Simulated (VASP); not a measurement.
Input of a VASP 6.6.1 run:

Contents of Sc.cif:

```cif
data_Sc
_cell_length_a 4.52000000
_cell_length_b 4.52000000
_cell_length_c 4.52000000
_cell_angle_alpha 90.00000000
_cell_angle_beta 90.00000000
_cell_angle_gamma 90.00000000
_space_group_name_H-M_alt 'Fm-3m'
_space_group_name_Hall '-F 4 2 3'
_space_group_IT_number 225
loop_
_space_group_symop_operation_xyz
'x,y,z'
'-x,-y,-z'
'-y,x,z'
'y,-x,-z'
'-x,-y,z'
'x,y,-z'
'y,-x,z'
'-y,x,-z'
'x,-y,-z'
'-x,y,z'
'-y,-x,-z'
'y,x,z'
'-x,y,-z'
'x,-y,z'
'y,x,-z'
'-y,-x,z'
'z,x,y'
'-z,-x,-y'
'z,-y,x'
'-z,y,-x'
'z,-x,-y'
'-z,x,y'
'z,y,-x'
'-z,-y,x'
'-z,x,-y'
'z,-x,y'
'-z,-y,-x'
'z,y,x'
'-z,-x,y'
'z,x,-y'
'-z,y,x'
'z,-y,-x'
'y,z,x'
'-y,-z,-x'
'x,z,-y'
'-x,-z,y'
'-y,z,-x'
'y,-z,x'
'-x,z,y'
'x,-z,-y'
'-y,-z,x'
'y,z,-x'
'-x,-z,-y'
'x,z,y'
'y,-z,-x'
'-y,z,x'
'x,-z,y'
'-x,z,-y'
'x,y+1/2,z+1/2'
'-x,-y+1/2,-z+1/2'
'-y,x+1/2,z+1/2'
'y,-x+1/2,-z+1/2'
'-x,-y+1/2,z+1/2'
'x,y+1/2,-z+1/2'
'y,-x+1/2,z+1/2'
'-y,x+1/2,-z+1/2'
'x,-y+1/2,-z+1/2'
'-x,y+1/2,z+1/2'
'-y,-x+1/2,-z+1/2'
'y,x+1/2,z+1/2'
[... 40 lines left out ...]
'-x+1/2,-y,z+1/2'
'x+1/2,y,-z+1/2'
'y+1/2,-x,z+1/2'
'-y+1/2,x,-z+1/2'
'x+1/2,-y,-z+1/2'
'-x+1/2,y,z+1/2'
'-y+1/2,-x,-z+1/2'
'y+1/2,x,z+1/2'
'-x+1/2,y,-z+1/2'
'x+1/2,-y,z+1/2'
'y+1/2,x,-z+1/2'
'-y+1/2,-x,z+1/2'
'z+1/2,x,y+1/2'
'-z+1/2,-x,-y+1/2'
'z+1/2,-y,x+1/2'
'-z+1/2,y,-x+1/2'
'z+1/2,-x,-y+1/2'
'-z+1/2,x,y+1/2'
'z+1/2,y,-x+1/2'
'-z+1/2,-y,x+1/2'
'-z+1/2,x,-y+1/2'
'z+1/2,-x,y+1/2'
'-z+1/2,-y,-x+1/2'
'z+1/2,y,x+1/2'
'-z+1/2,-x,y+1/2'
'z+1/2,x,-y+1/2'
'-z+1/2,y,x+1/2'
'z+1/2,-y,-x+1/2'
'y+1/2,z,x+1/2'
'-y+1/2,-z,-x+1/2'
'x+1/2,z,-y+1/2'
'-x+1/2,-z,y+1/2'
'-y+1/2,z,-x+1/2'
'y+1/2,-z,x+1/2'
'-x+1/2,z,y+1/2'
'x+1/2,-z,-y+1/2'
'-y+1/2,-z,x+1/2'
'y+1/2,z,-x+1/2'
'-x+1/2,-z,-y+1/2'
'x+1/2,z,y+1/2'
'y+1/2,-z,-x+1/2'
'-y+1/2,z,x+1/2'
'x+1/2,-z,y+1/2'
'-x+1/2,z,-y+1/2'
'x+1/2,y+1/2,z'
'-x+1/2,-y+1/2,-z'
'-y+1/2,x+1/2,z'
'y+1/2,-x+1/2,-z'
'-x+1/2,-y+1/2,z'
'x+1/2,y+1/2,-z'
'y+1/2,-x+1/2,z'
'-y+1/2,x+1/2,-z'
'x+1/2,-y+1/2,-z'
'-x+1/2,y+1/2,z'
'-y+1/2,-x+1/2,-z'
'y+1/2,x+1/2,z'
'-x+1/2,y+1/2,-z'
'x+1/2,-y+1/2,z'
'y+1/2,x+1/2,-z'
'-y+1/2,-x+1/2,z'
'z+1/2,x+1/2,y'
'-z+1/2,-x+1/2,-y'
'z+1/2,-y+1/2,x'
'-z+1/2,y+1/2,-x'
'z+1/2,-x+1/2,-y'
'-z+1/2,x+1/2,y'
'z+1/2,y+1/2,-x'
'-z+1/2,-y+1/2,x'
'-z+1/2,x+1/2,-y'
'z+1/2,-x+1/2,y'
'-z+1/2,-y+1/2,-x'
'z+1/2,y+1/2,x'
'-z+1/2,-x+1/2,y'
'z+1/2,x+1/2,-y'
'-z+1/2,y+1/2,x'
'z+1/2,-y+1/2,-x'
'y+1/2,z+1/2,x'
'-y+1/2,-z+1/2,-x'
'x+1/2,z+1/2,-y'
'-x+1/2,-z+1/2,y'
'-y+1/2,z+1/2,-x'
'y+1/2,-z+1/2,x'
'-x+1/2,z+1/2,y'
'x+1/2,-z+1/2,-y'
'-y+1/2,-z+1/2,x'
'y+1/2,z+1/2,-x'
'-x+1/2,-z+1/2,-y'
'x+1/2,z+1/2,y'
'y+1/2,-z+1/2,-x'
'-y+1/2,z+1/2,x'
'x+1/2,-z+1/2,y'
'-x+1/2,z+1/2,-y'
loop_
_atom_site_label
_atom_site_type_symbol
_atom_site_symmetry_multiplicity
_atom_site_Wyckoff_symbol
_atom_site_fract_x
_atom_site_fract_y
_atom_site_fract_z
_atom_site_occupancy
Sc1 Sc 4 a 0.0000000000 0.0000000000 0.0000000000 1
```

POSCAR

```
Sc
 1.0000000000000000
     4.5199999999999996    0.0000000000000000    0.0000000000000000
     0.0000000000000000    4.5199999999999996    0.0000000000000000
     0.0000000000000000    0.0000000000000000    4.5199999999999996
 Sc 
   4
Cartesian
  0.0000000000000000  0.0000000000000000  0.0000000000000000
  0.0000000000000000  2.2599999999999998  2.2599999999999998
  2.2599999999999998  0.0000000000000000  2.2599999999999998
  2.2599999999999998  2.2599999999999998  0.0000000000000000
```

INCAR.step1

```
SYSTEM = Sc
  PREC = Accurate
  ENCUT = 520
  EDIFF = 1E-6
  ISMEAR = 0
  SIGMA = 0.1
  LREAL = .FALSE.
  LASPH = .TRUE.
  NELM = 100
  ALGO = Fast
  ISIF = 2
  LWAVE = .FALSE.
  LCHARG = .TRUE.
  LMAXMIX = 4
  GGA = 91
  IVDW = 13
  VDW_S6 = 1.0
  VDW_S8 = 0.77283111
  VDW_A1 = 0.39581542
  VDW_A2 = 4.93405761
  NBANDS = 30
```

File KPOINTS.step1:

```
regular mesh
0
G
  6 6 6
  0 0 0
```

INCAR.step2

```
SYSTEM = Sc
  PREC = Accurate
  ENCUT = 520
  EDIFF = 1E-6
  ISMEAR = -5
  SIGMA = 0.1
  LREAL = .FALSE.
  LASPH = .TRUE.
  NELM = 100
  ALGO = Fast
  ISIF = 2
  LWAVE = .FALSE.
  LCHARG = .FALSE.
  LMAXMIX = 4
  GGA = 91
  IVDW = 13
  VDW_S6 = 1.0
  VDW_S8 = 0.77283111
  VDW_A1 = 0.39581542
  VDW_A2 = 4.93405761
  LORBIT = 11
  NBANDS = 30
  NEDOS = 2001
  ICHARG = 11
```

KPOINTS.step2

```
regular mesh
0
G
  9 9 9
  0 0 0
```

Potentials or basis: VASP PAW PBE potentials, release 64 (Sc_sv).

Launch:

```sh
$ ase convert -i cif -o vasp Sc.cif POSCAR
$ cat potpaw_PBE.64/Sc_sv/POTCAR > POTCAR
$ cp INCAR.step1 INCAR
$ cp KPOINTS.step1 KPOINTS
$ mpirun -np 1 vasp_std > vasp.out
$ cp INCAR.step2 INCAR
$ cp KPOINTS.step2 KPOINTS
$ mpirun -np 1 vasp_std > vasp.out
```

**Question.** Estimate the dispersion energy per atom.

**Answer.** -0.228 eV.

States per cell in windows of 0.5 eV (zero at the Fermi level; states under -8 eV left out):
```tsv
from (eV)	total	Sc1_d	Sc2_d	Sc3_d	Sc4_d	Sc1_p	Sc2_p
-8.0	0.00	0.00	0.00	0.00	0.00	0.00	0.00
-7.5	0.00	0.00	0.00	0.00	0.00	0.00	0.00
-7.0	0.00	0.00	0.00	0.00	0.00	0.00	0.00
-6.5	0.00	0.00	0.00	0.00	0.00	0.00	0.00
-6.0	0.00	0.00	0.00	0.00	0.00	0.00	0.00
-5.5	0.03	0.00	0.00	0.00	0.00	0.00	0.00
-5.0	0.17	0.00	0.00	0.00	0.00	0.00	0.00
-4.5	0.26	0.00	0.00	0.00	0.00	0.00	0.00
-4.0	0.38	0.00	0.00	0.00	0.00	0.01	0.01
-3.5	0.49	0.00	0.00	0.00	0.00	0.01	0.01
-3.0	0.59	0.01	0.01	0.01	0.01	0.01	0.01
-2.5	0.92	0.03	0.03	0.03	0.03	0.02	0.02
-2.0	1.57	0.11	0.11	0.11	0.11	0.02	0.02
-1.5	1.94	0.18	0.18	0.18	0.18	0.03	0.03
-1.0	2.03	0.24	0.24	0.24	0.24	0.03	0.03
-0.5	3.66	0.50	0.50	0.50	0.50	0.06	0.06
0.0	3.38	0.43	0.43	0.43	0.43	0.08	0.08
0.5	3.82	0.59	0.59	0.59	0.59	0.05	0.05
1.0	3.11	0.51	0.51	0.51	0.51	0.04	0.04
1.5	3.02	0.58	0.58	0.58	0.58	0.02	0.02
2.0	1.77	0.37	0.37	0.37	0.37	0.00	0.00
2.5	1.12	0.24	0.24	0.24	0.24	0.00	0.00
3.0	0.08	0.02	0.02	0.02	0.02	0.00	0.00
3.5	0.00	0.00	0.00	0.00	0.00	0.00	0.00
4.0	0.00	0.00	0.00	0.00	0.00	0.00	0.00
4.5	0.00	0.00	0.00	0.00	0.00	0.00	0.00
```
